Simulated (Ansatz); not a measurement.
Rows from a G0W0 calculation on Sn on the Be site in BeTe (32-atom cell) (Ansatz 0.2.0; G0W0 on LDA, plane waves, PAW; 2×2×2 mesh, 1210 empty bands, screening to 128 eV), in eV. Spin-orbit coupling is left out.

| row | k | band | start | Σx | Σc at the solution | Vxc |
| --- | --- | --- | --- | --- | --- | --- |
| A | Γ | v2 | 8.206 | -16.203 | 1.086 | -14.864 |
| B | (0.000, 0.000, -0.500) | c2 | 10.636 | -7.450 | -3.676 | -11.518 |
| C | (0.000, 0.000, -0.500) | v1 | 9.393 | -14.615 | 0.123 | -14.488 |
| D | Γ | c1 | 9.849 | -6.295 | -3.658 | -10.319 |
| E | (0.000, 0.000, -0.500) | c1 | 10.604 | -6.478 | -3.835 | -10.699 |
| F | Γ | v1 | 8.893 | -14.203 | 0.240 | -13.911 |

Q: Work out each quasiparticle level and how far it moved.

The quasiparticle equation reads E = start + Σx + Σc(E) − Vxc.

| row | E (eV) | shift (eV) |
| --- | --- | --- |
| A | 7.954 | −0.252 |
| B | 11.028 | +0.392 |
| C | 9.389 | −0.004 |
| D | 10.215 | +0.366 |
| E | 10.991 | +0.387 |
| F | 8.841 | −0.052 |

The gap over the computed points goes from 0.46 eV to 0.83 eV.

Limits: not at the basis limit; no spin-orbit coupling; coarse k mesh.

[Runs of the session that timed out or met a known fault of the program may be left out.]

[Cells called generated may have been cut or substituted from an entry of the Crystallography Open Database or the Materials Project.]

[Hosts, paths, dates, database ids (printed as entryN), source tags and the programs' standing remarks are cut or masked in the printed files.]
